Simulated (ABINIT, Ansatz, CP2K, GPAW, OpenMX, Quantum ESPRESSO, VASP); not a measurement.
## One calculation of ZnCu, 8 ways

```
CELL_PARAMETERS angstrom
2.94500 0.00000 0.00000
0.00000 2.94500 0.00000
0.00000 0.00000 2.94500
ATOMIC_POSITIONS crystal
Zn 0.50000 0.50000 0.50000
Cu 0.00000 0.00000 0.00000
```

Alike in all runs: task single point; functional PBE; k mesh 9 × 9 × 9; occupations fermi-dirac, width 0.05 eV; no spin polarisation; no spin-orbit coupling. Pressure is positive in compression and, in plane waves, holds the error of the finite cutoff, which Ansatz's Pulay term estimates and takes out.

```json
{"program and potentials": "OpenMX, OpenMX 2013 PBE set, Zn6.0H-s3p2d2, Cu6.0H-s3p2d2, grid cutoff 500 Ry", "plane-wave cutoff (eV)": "-", "notes": "atomic basis; 19.5 valence electrons an atom on average", "pressure (GPa)": "4.69"}
{"program and potentials": "Ansatz, all-electron LAPW, scalar-relativistic", "plane-wave cutoff (eV)": "-", "notes": "-", "pressure (GPa)": "2.54"}
{"program and potentials": "GPAW, GPAW PAW data sets (gpaw-data 1.2.1)", "plane-wave cutoff (eV)": "600", "notes": "11.5 valence electrons an atom on average", "pressure (GPa)": "2.86"}
{"program and potentials": "CP2K, POTENTIAL_UZH Zn GTH-PBE-q12, Cu GTH-PBE-q11; TZVP-MOLOPT-PBE-GTH basis", "plane-wave cutoff (eV)": "-", "notes": "atomic basis; 11.5 valence electrons an atom on average", "pressure (GPa)": "3.55"}
{"program and potentials": "ABINIT, JTH PAW PBE v2.0", "plane-wave cutoff (eV)": "707", "notes": "15.5 valence electrons an atom on average", "pressure (GPa)": "2.49"}
{"program and potentials": "Quantum ESPRESSO, SSSP 1.3 efficiency PBE", "plane-wave cutoff (eV)": "748", "notes": "15.5 valence electrons an atom on average", "pressure (GPa)": "2.27"}
{"program and potentials": "Ansatz, Ansatz PAW (earlier soft set)", "plane-wave cutoff (eV)": "420", "notes": "15.5 valence electrons an atom on average; Pulay term of +0.15 GPa included", "pressure (GPa)": "2.48"}
{"program and potentials": "VASP, PBE PAW files Cu, Zn, 520 eV", "plane-wave cutoff (eV)": "520", "notes": "11.5 valence electrons an atom on average", "pressure (GPa)": "3.10"}
```

The pressure spans 2.27 (Quantum ESPRESSO, SSSP 1.3 efficiency PBE) to 4.69 GPa (OpenMX, OpenMX 2013 PBE set, Zn6.0H-s3p2d2, Cu6.0H-s3p2d2, grid cutoff 500 Ry), with all-electron results at 2.54. Rows in atomic bases carry the error of their basis and grid, which can be large.

The functional is the same throughout but for its coding, so the spread measures potentials, basis and numerics; runs on potential files found faulty are left out.
